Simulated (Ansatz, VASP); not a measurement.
# Hg2Te3 in VASP and in Ansatz

```
CELL_PARAMETERS angstrom
4.25411 0.00000 0.00000
-2.12706 3.68417 0.00000
0.00000 0.00000 9.46364
ATOMIC_POSITIONS crystal
Hg 0.33333 0.66667 0.19194
Hg 0.66667 0.33333 0.80806
Te 0.00000 0.00000 0.00000
Te 0.33333 0.66667 0.62300
Te 0.66667 0.33333 0.37700
```

Alike in both runs: functional PBE; k mesh 12 × 12 × 4; occupations gaussian, width 0.1 eV; no spin polarisation.

Ansatz relaxed the structure, and its values are those at the end. VASP's run is a single point on that final structure, the one shown.

|  | VASP | Ansatz |
| --- | --- | --- |
| version | VASP 6.6.1 | Ansatz 0.2.0 |
| potentials or method | VASP PAW PBE potentials, release 64 (Hg, Te) | scalar-relativistic, plane waves, PAW |
| plane-wave cutoff (eV) | 520 | 420 |
| valence electrons in the cell | 42 | 88 |

VASP gave:

* gap on the k mesh at the Fermi level (eV): none
* pressure (GPa): 0.1
* rms of the force components (eV/Å): 0.007

Question: Estimate Ansatz's values.

Answer: gap on the k mesh at the Fermi level (eV): none; pressure (GPa): 0.0; rms of the force components (eV/Å): 0.003.

A gap of «none» marks a metal or a gap that the smearing closes. The two sets of potentials don't hold the same shells in valence.

The runs have no spin-orbit coupling, so splittings on Hg, Te are missing.
